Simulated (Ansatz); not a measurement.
# Hf2NF2 MXene monolayer in a perpendicular field, part 2 of 2

Aim: how the Hf2NF2 MXene monolayer screens a field along its normal, and what the field does to its bands. A positive field points along +c.

Ansatz 0.2.0; plane-wave DFT, PBE-D3(BJ), Ansatz PAW (set soft_1); PAW set soft_1.

So far. Step 2 (Relaxation): The lattice constant a goes from 3.217 to 3.184 Å.

## (3) Single point, field 0

A sawtooth potential applies the field, turning back in the middle of the vacuum. With the dipole correction the typed value is the field outside the slab. The induced dipole is small, so the SCF threshold is tight.

The cell differs from the one that the last finished run ended in (c 40.384 → 23.182 Å).

Input file input.yaml:

```yaml
crystal:
  lattice:
    - [3.1843916166, 0.0, 0.0]
    - [-1.5921958083, 2.7577640355, 0.0]
    - [0.0, 0.0, 23.1817327464]
  atoms:
    - { symbol: F, position: [0.3333333333, 0.6666666667, 0.3882367249] }
    - { symbol: Hf, position: [0.6666666667, 0.3333333333, 0.4478830798] }
    - { symbol: "N", position: [0.0, 0.0, 0.5] }
    - { symbol: Hf, position: [0.3333333333, 0.6666666667, 0.5521169202] }
    - { symbol: F, position: [0.6666666667, 0.3333333333, 0.6117632751] }
kpoints:
  mp_grid: { grid: [18, 18, 1] }
  band_path:
    path: [[0, 0, 0], [0.5, 0, 0], [0.33333333, 0.33333333, 0], [0, 0, 0]]
    npoints: 16
hamiltonian:
  xc: pbe
  dispersion: d3bj
  pseudopotentials: { kind: paw, azcp: { folder: soft_1 } }
scf:
  occupations: { method: fermi_dirac, width: 0.02585 }
  convergence: { dr2_threshold: 1.0e-10 }
efield:
  axis: 3
  dipole_correction: true
  ramp_position: 0.97
  ramp_width: 0.06
  amplitude: 0
output:
  dos: { projected: true, e_range: [-6, 5] }
  write_potential: true
  write_density: true
  volumetric_format: npy
  elf: true
```

On the command line:

```console
> ansatz run input.yaml --threads 2 --pin off --max-ram 3072MiB --backend cpu --events-out ev --progress --plain --runs-dir out
```

Numbers of over 12 decimals in the logs are rounded to 6 here.

The log of the run:

```text
[...]
Crystal: 5 atoms, lattice volume = 203.577 Å³
Basis set: ecut = 420 eV, 4013 PW (Γ)
Bands: 43, of which v1, the nominal top of the filled ones, is band 36 counted from 1 (35 counted from 0)
Symmetry: 6 space group operations
k-points: 37 of 324 (time reversal used)
[...]
SCF iter   1: F=—  HF=-33455.500789 eV  |F-HF|=—  |Δ(HF+E_count)|=         —  Δρ=6.83e-2  dr2=1.42e1  ethr=3.10e-3  p=0.000 e·Å  D=2.14e-14 V/Å  ΔV_dip=-0.00 eV  dr2_dipole=6.90e-8  V_vac-E_F(+/−)=6.07/6.07 eV  ⟨swp⟩=8.7  Hψ=7092  notcnv=0
efield: sawtooth ramp at fractional position 0.9700 (set: `efield.ramp_position`, or a place that a band, a saddle search or an elastic batch's reference lends), width 0.0600; the density the first Hamiltonian is built on has a dipole p = 0.000 e·Å; the dipole correction subtracts the counter field D = 2.14e-14 V/Å, which shifts the + side's vacuum level by -0.00 eV against the − side's; the planar-averaged density in the ramp window peaks in size at 6.4e-6 e/Å³
[...]
SCF iter   2: F=—  HF=-33452.361244 eV  |F-HF|=—  |Δ(HF+E_count)|=    3.14e0  Δρ=5.19e-2  dr2=3.08e0  ethr=3.10e-3  p=-0.000 e·Å  D=-3.69e-5 V/Å  ΔV_dip=0.00 eV  dr2_dipole=3.02e-12  V_vac-E_F(+/−)=2.66/2.66 eV  ⟨swp⟩=4.0  Hψ=4082  notcnv=0  defer=68
[...]
SCF iter  12: F=-33451.817931 eV  HF=-33451.817931 eV  |F-HF|=8.73e-11  |Δ(HF+E_count)|=   1.28e-9  Δρ=1.49e-7  dr2=3.55e-11  ethr=1.00e-12  p=-0.000 e·Å  D=-3.10e-9 V/Å  ΔV_dip=0.00 eV  dr2_dipole=2.19e-15  V_vac-E_F(+/−)=3.37/3.37 eV  ⟨swp⟩=14.5  Hψ=8035  notcnv=0
SCF 1 converged in 12 iterations: F = -33451.817931 eV  dr2 = 3.55e-11
[...]
NSCF: frozen V_eff on 49 k-points
efield: sawtooth ramp at fractional position 0.9700 (kept from the solve that this one continues, or follows in the run), width 0.0600; the density the first Hamiltonian is built on has a dipole p = -0.000 e·Å; the dipole correction subtracts the counter field D = -3.10e-9 V/Å, which shifts the + side's vacuum level by +0.00 eV against the − side's; the planar-averaged density in the ramp window peaks in size at 6.2e-6 e/Å³
[...]
SCF converged after 12 iterations
Free energy (F): -33451.817931 eV
[...]
Internal energy: -33451.813920 eV  (E = F + TS)
E sigma→0 (E₀):  -33451.815926 eV
Entropy (-TS):   -0.004011 eV (-0.802 meV/atom)
Fermi energy:    3.005591 eV
Dipole field:    D = -0.000000 V/Å  (p = -0.000000 e·Å, saw-weighted, corrected)
Work function:   Φ+ = 3.3728 eV   Φ− = 3.3729 eV
Levels:          The Fermi level and band energies are counted from a zero that moves with the ramp; work functions are not
[...]
--- Band table (eV; the first three rows and the last of 37) ---
  k-point 0: bands = [... 32 lower, -2.6953, -2.6953, 2.5933, 2.6853, 2.6853, 3.1515, 4.0556, 5.0699, ... 3 higher]
  k-point 1: bands = [... 32 lower, -2.7912, -2.7112, 2.4753, 2.6335, 2.7613, 3.2906, 4.2266, 4.7762, ... 3 higher]
  k-point 2: bands = [... 32 lower, -3.0280, -2.7522, 2.0397, 2.7300, 2.9857, 3.6554, 4.3524, 4.7388, ... 3 higher]
  k-point 36: bands = [... 32 lower, -3.8164, -3.1866, 2.8329, 3.1670, 3.1670, 4.9431, 6.1021, 6.1021, ... 3 higher]
```

The job ended after 27 s (2 threads of Arm Neoverse V2, shared host; peak memory 0.63 GiB).

This step gave:

```
energy at zero smearing   : -33451.8159 eV
work function, upper face : 3.373 eV
dipole along the normal   : -7.37e-8 e·Å
```

Running mean over a fixed 2.8 Å (it still follows the layers) of the planar mean; the ramp of the sawtooth is left out. Electron's electrostatic potential energy less the Fermi level against z:

z (Å), electron's electrostatic potential energy less the Fermi level (eV) and a bar from the least value:
```
        3        3.4 ##############################
        4        3.4 ##############################
        5        3.4 ##############################
        6        3.4 ##############################
        7        3.2 ##############################
        8        0.2 ########################
        9       -5.1 #############
       10      -10.1 ###
       11      -11.5 
       12      -11.7 
       13      -10.5 ##
       14       -6.2 ###########
       15       -0.6 ######################
       16        3.0 #############################
       17        3.4 ##############################
       18        3.4 ##############################
       19        3.4 ##############################
       20        3.4 ##############################
```

The density of states has structure finer than the step of the table below, so its rows give means over 0.25 eV, whole bins alone (the curve runs from -6 to 1.99 eV). Peaks (eV: height): -5.860: 6.74, -1.640: 1.91, -0.650: 2.43, 1.220: 5.09, 1.330: 3.90, 1.610: 6.77, 1.910: 9.26.

Density of states against energy, zero at the Fermi level; means over each step:

| energy (eV) | density of states (states/eV a cell) |
| --- | --- |
| -5.75 | 1.95 |
| -5.50 | 0 |
| -5.25 | 0 |
| -5.00 | 0 |
| -4.75 | 0 |
| -4.50 | 0 |
| -4.25 | 0 |
| -4.00 | 0 |
| -3.75 | 0 |
| -3.50 | 0 |
| -3.25 | 0.271 |
| -3.00 | 0.703 |
| -2.75 | 0.757 |
| -2.50 | 0.787 |
| -2.25 | 0.848 |
| -2.00 | 0.923 |
| -1.75 | 1.24 |
| -1.50 | 0.856 |
| -1.25 | 0.554 |
| -1.00 | 0.422 |
| -0.75 | 1.06 |
| -0.50 | 1.49 |
| -0.25 | 1.43 |
| 0.00 | 1.23 |
| 0.25 | 1.16 |
| 0.50 | 1.12 |
| 0.75 | 1.22 |
| 1.00 | 1.67 |
| 1.25 | 2.89 |
| 1.50 | 3.54 |
| 1.75 | 5.42 |

Projected DOS per atom over height of the atomic layer and energy from the Fermi level. Layers: F Hf N Hf F from below.

Ten even steps from '_' (0.00 states/eV) to '@' (2.10 states/eV), each cell a mean:
```
__@@::@@__
__**..**__
__==..==__
__::__::__
__::__::__
__::__::__
__--__--__
__::__::__
__________
__..__..__
__::__::__
__..__..__
__..__..__
__..__..__
__________
__________
__________
__________
__________
__________
__________
__..%%..__
```
Columns: height of the atomic layer (Å) from 9 to 14.2 (not evenly spaced); rows upwards: energy from the Fermi level (eV) from -5.96 to 1.96.

The electronic bands at the labelled points (eV, zero at the Fermi level):

| point | band 32 | band 33 | band 34 | band 35 | band 36 | band 37 | band 38 | band 39 |
| --- | --- | --- | --- | --- | --- | --- | --- | --- |
| Γ | -6.44 | -5.70 | -5.70 | -0.41 | -0.32 | -0.32 | 0.15 | 1.05 |
| halfway | -6.56 | -6.34 | -5.85 | -2.19 | 0.28 | 1.09 | 1.23 | 1.67 |
| M | -6.94 | -6.10 | -5.82 | -3.26 | 1.21 | 2.65 | 2.87 | 3.24 |
| halfway | -6.90 | -6.39 | -6.15 | -2.21 | 1.28 | 1.35 | 1.98 | 3.00 |
| K | -6.82 | -6.82 | -6.19 | -0.17 | 0.16 | 0.16 | 1.94 | 3.10 |
| halfway | -6.59 | -6.34 | -6.15 | -1.61 | -0.88 | 1.66 | 1.75 | 2.13 |
| Γ | -6.44 | -5.70 | -5.70 | -0.41 | -0.32 | -0.32 | 0.15 | 1.05 |

Valence density in the ca plane at fractional y = 0.333, with atoms of Hf and F within 0.2 Å of it. It is the smooth field of the valence electrons, not physical close to the nuclei.

Ten steps, logarithmic in the rise over the least value, from '0' (0 e/Å³) to '9' (47 e/Å³), each cell a mean:
```
00000000000000000000001333111000012210000000
00000000000000000000013786310000135530000000
00000000000000000000014898410000146641000000
00000000000000000000003676310000135420000000
00000000000000000000001232111111011100000000
00000000000000000000000011111111100000000000
00000000000000000000110001111122100000000000
00000000000000000000000111111111100000000000
```
Columns run along c (16.0 Å, from fractional 0.07 to 0.76 of the cell), rows up along a (3.2 Å). Atoms in or near the plane, at fractional coordinates: Hf at (0.45, 0.67), F at (0.61, 0.67).

Electrostatic potential energy in the ca plane at fractional y = 0.333, with atoms of Hf and F within 0.2 Å of it. With pseudopotentials it is smooth inside the atoms' cores, unlike the true potential.

Values in eV, 5 rows by 16 columns, each cell a mean:
```
  6   6   6   6   6   5  -5 -26 -10  -1  -3 -10   6   6   6   6
  6   6   6   6   6   5 -11 -25 -17   2  -8 -29   5   6   6   6
  6   6   6   6   6   5  -6 -26 -10  -1  -4 -11   6   6   6   6
  6   6   6   6   6   5   1  -4  -1  -8  -8   3   6   6   6   6
  6   6   6   6   6   5   1  -3  -1  -8  -8   3   6   6   6   6
```
Columns run along c (16.0 Å, from fractional 0.13 to 0.82 of the cell; values clipped at the 3rd and 97th percentile), rows up along a (3.2 Å). Atoms in or near the plane, at fractional coordinates: Hf at (0.45, 0.67), F at (0.61, 0.67).

ELF in the ca plane at fractional y = 0.333, with atoms of Hf and F within 0.2 Å of it. It is the smooth field of the valence electrons, not physical close to the nuclei.

Values, 5 rows by 16 columns, each cell a mean:
```
0.00 0.00 0.00 0.00 0.00 0.00 0.03 0.09 0.53 0.39 0.26 0.15 0.66 0.50 0.05 0.00
0.00 0.00 0.00 0.00 0.00 0.00 0.00 0.11 0.78 0.64 0.27 0.28 0.69 0.67 0.08 0.00
0.00 0.00 0.00 0.00 0.00 0.00 0.04 0.11 0.54 0.40 0.25 0.17 0.66 0.50 0.05 0.00
0.00 0.00 0.00 0.00 0.00 0.01 0.17 0.39 0.15 0.34 0.33 0.25 0.14 0.09 0.00 0.00
0.00 0.00 0.00 0.00 0.00 0.01 0.17 0.40 0.14 0.35 0.33 0.25 0.12 0.07 0.00 0.00
```
Columns run along c (16.0 Å, from fractional 0.07 to 0.76 of the cell), rows up along a (3.2 Å). Atoms in or near the plane, at fractional coordinates: Hf at (0.45, 0.67), F at (0.61, 0.67).

The work function of the upper face is 3.37 eV.

## (4) Atoms held, field 0.1 V/Å

input.yaml, as its differences from that of step 3:

```diff
@@ -26,7 +26,6 @@
   dipole_correction: true
-  ramp_position: 0.97
-  ramp_width: 0.06
-  amplitude: 0
+  ramp_position: 0.9254
+  ramp_width: 0.1493
+  amplitude: 0.1
 output:
-  dos: { projected: true, e_range: [-6, 5] }
   write_potential: true
@@ -34,2 +33 @@
   volumetric_format: npy
-  elf: true
```

The log of the run:

```text
[...]
Crystal: 5 atoms, lattice volume = 203.577 Å³
Basis set: ecut = 420 eV, 4013 PW (Γ)
Bands: 43, of which v1, the nominal top of the filled ones, is band 36 counted from 1 (35 counted from 0)
Symmetry: 6 space group operations
k-points: 37 of 324 (time reversal used)
[...]
k-point 0: bands = [... 32 lower, -2.6958, -2.6958, 2.5926, 2.6847, 2.6847, 3.1492, 4.0545, 5.0572, ... 3 higher]
  k-point 1: bands = [... 32 lower, -2.7916, -2.7117, 2.4747, 2.6328, 2.7608, 3.2882, 4.2250, 4.7734, ... 3 higher]
  k-point 2: bands = [... 32 lower, -3.0284, -2.7527, 2.0391, 2.7294, 2.9851, 3.6523, 4.3509, 4.7379, ... 3 higher]
  k-point 36: bands = [... 32 lower, -3.8116, -3.1872, 2.8323, 3.1650, 3.1678, 4.9425, 6.0966, 6.1063, ... 3 higher]
[key lines of the parts left out:]
SCF converged after 12 iterations
Free energy (F): -33451.819269 eV
Fermi energy:    3.004990 eV
Dipole field:    D = 0.023794 V/Å  (p = 0.026769 e·Å, saw-weighted, corrected)
```

Wall time 27 s (2 threads); peak memory 0.61 GiB; 53 s of CPU time.

The dipole is 0.0268 e·Å.

## (5) Atoms held, field -0.1 V/Å

input.yaml, as its differences from that of step 4:

```diff
@@ -28,3 +28,3 @@
   ramp_width: 0.1493
-  amplitude: 0.1
+  amplitude: -0.1
 output:
```

The log of the run:

```text
[...]
Crystal: 5 atoms, lattice volume = 203.577 Å³
Basis set: ecut = 420 eV, 4013 PW (Γ)
Bands: 43, of which v1, the nominal top of the filled ones, is band 36 counted from 1 (35 counted from 0)
Symmetry: 6 space group operations
k-points: 37 of 324 (time reversal used)
[...]
k-point 0: bands = [... 32 lower, -2.6956, -2.6956, 2.5928, 2.6849, 2.6849, 3.1494, 4.0546, 5.0574, ... 3 higher]
  k-point 1: bands = [... 32 lower, -2.7915, -2.7115, 2.4748, 2.6330, 2.7609, 3.2883, 4.2252, 4.7736, ... 3 higher]
  k-point 2: bands = [... 32 lower, -3.0282, -2.7525, 2.0393, 2.7296, 2.9853, 3.6525, 4.3510, 4.7381, ... 3 higher]
  k-point 36: bands = [... 32 lower, -3.8114, -3.1870, 2.8325, 3.1652, 3.1679, 4.9427, 6.0968, 6.1065, ... 3 higher]
[key lines of the parts left out:]
SCF converged after 12 iterations
Free energy (F): -33451.819269 eV
Fermi energy:    3.005166 eV
Dipole field:    D = -0.023794 V/Å  (p = -0.026769 e·Å, saw-weighted, corrected)
```

Run time: 27 s. Hardware: 2 threads; peak memory 0.61 GiB; 54 s of CPU time.

The dipole is -0.0268 e·Å.

## (6) Response, atoms held

This step: plane-wave DFT, PBE-D3(BJ), Ansatz PAW (set soft_1); response to a field along the normal, atoms held; PAW set soft_1 (Ansatz 0.2.0).

The dipoles give the slope, and the difference of two potentials shows where the field is screened.

This step gave:

```yaml
equivalent_conductor_thickness_p_eps_0ae: 5.516 Å
distance_between_the_outer_atoms: 5.182 Å
```

Dipole of the cell against applied field:

```csv
applied field (V/Å),dipole of the cell (e·Å)
-0.1000,-0.0268
0.0000,-7.4e-8
0.1000,0.0268
```

Local field over the applied field, running mean. From the potentials at -0.1 and 0.1 V/Å; running mean over 2.5 Å. Table of local field over applied field by z:

z (Å), local field over applied field and a bar from the least value:
```
      4.5      1.000 ##############################
      5.0      0.999 ##############################
      5.5      0.998 ##############################
      6.0      0.994 ##############################
      6.5      0.981 #############################
      7.0      0.945 ############################
      7.5      0.862 ##########################
      8.0      0.744 ######################
      8.5      0.602 ##################
      9.0      0.450 #############
      9.5      0.295 #########
     10.0      0.177 #####
     10.5      0.089 ###
     11.0      0.030 #
     11.5      0.000 
     12.0      0.015 
     12.5      0.065 ##
     13.0      0.142 ####
     13.5      0.247 #######
     14.0      0.392 ############
     14.5      0.549 ################
     15.0      0.694 #####################
     15.5      0.822 #########################
     16.0      0.920 ############################
     16.5      0.972 #############################
     17.0      0.991 ##############################
     17.5      0.997 ##############################
     18.0      0.999 ##############################
     18.5      1.000 ##############################
     19.0      1.000 ##############################
```

The induced electron density oscillates, so the rows of the table below give means over windows of 0.5 Å about each position, cut where the curve ends. Its maxima inside the range that stand out by 2 % of the span (Å: e/Å³ per V/Å): 8.40: 0.00316, 9.13: 0.00197, 10.14: 0.0018, 11.16: 5.1e-4, 12.32: -3.3e-4, 13.62: -6.4e-4, 14.34: -0.00128. Its minima: 8.84: 0.00128, 9.56: 6.4e-4, 10.87: 3.3e-4, 12.03: -5.1e-4, 13.04: -0.0018, 14.05: -0.00197, 14.78: -0.00316.

Electrons, planar mean, per unit field. The induced electron density by z; means over each step:

z (Å), induced electron density (e/Å³ per V/Å) and a bar from the least value:
```
      4.5    0.00000 ###############
      5.0    0.00000 ###############
      5.5    0.00001 ###############
      6.0    0.00003 ###############
      6.5    0.00008 ###############
      7.0    0.00025 ################
      7.5    0.00077 ###################
      8.0    0.00202 ##########################
      8.5    0.00268 ##############################
      9.0    0.00164 ########################
      9.5    0.00098 ####################
     10.0    0.00150 #######################
     10.5    0.00097 ####################
     11.0    0.00042 #################
     11.5    0.00015 ################
     12.0   -0.00043 ############
     12.5   -0.00057 ###########
     13.0   -0.00159 ######
     13.5   -0.00096 #########
     14.0   -0.00156 ######
     14.5   -0.00214 ##
     15.0   -0.00257 
     15.5   -0.00112 ########
     16.0   -0.00038 #############
     16.5   -0.00012 ##############
     17.0   -0.00004 ##############
     17.5   -0.00001 ###############
     18.0   -0.00001 ###############
     18.5    0.00000 ###############
     19.0    0.00000 ###############
```

By hand: between -0.1 and 0.1 V/Å the dipole changes by 0.05354 e·Å, a slope of 0.2677 e·Å²/V. A perfect conductor of thickness t has p = ε₀AEt, so t = 180.95 × 0.2677 / 8.782 = 5.52 Å (e/ε₀ = 180.95 V·Å, A in Å²).

The induced dipole is that of a conductor 5.52 Å thick.

## (7) Outcome

```yaml
gap_without_field: none
work_function_upper_face: 3.37 eV
equivalent_conductor_thickness_atoms_held: 5.52 Å
```

What this shows: The induced dipole equals that of a perfect conductor 5.52 Å thick, while the outer atoms lie 5.18 Å apart. There is no gap over 0.03 eV, with or without the field. The first relaxation ran with spin and lost its moment, and the later runs have none; other magnetic states were not tried. Spin-orbit coupling is left out, which matters for the bands of elements this heavy. The MXene's terminations sit over the metal atoms of its far layer; the site over carbon or nitrogen, which some compounds prefer, was not run.

[Logs are printed without paths, hosts, clocks, repeated set-up lines and the standing remarks that a program may print on its own settings, such as how far it seeks lower states.]

[Hosts, paths, dates, database ids (printed as entryN), source tags and the programs' standing remarks are cut or masked in the printed files.]

[Maps of the electrostatic potential energy from Ansatz leave out the sawtooth potential of an applied field or a dipole correction, so their vacuum need not be flat; planar profiles and work functions include it.]

[The density of states shown here was stored with 400 of the rows of the run's finer table, so its peaks can read low, often by over a quarter, or be missed, and its means over a window can be off by a tenth or more.]
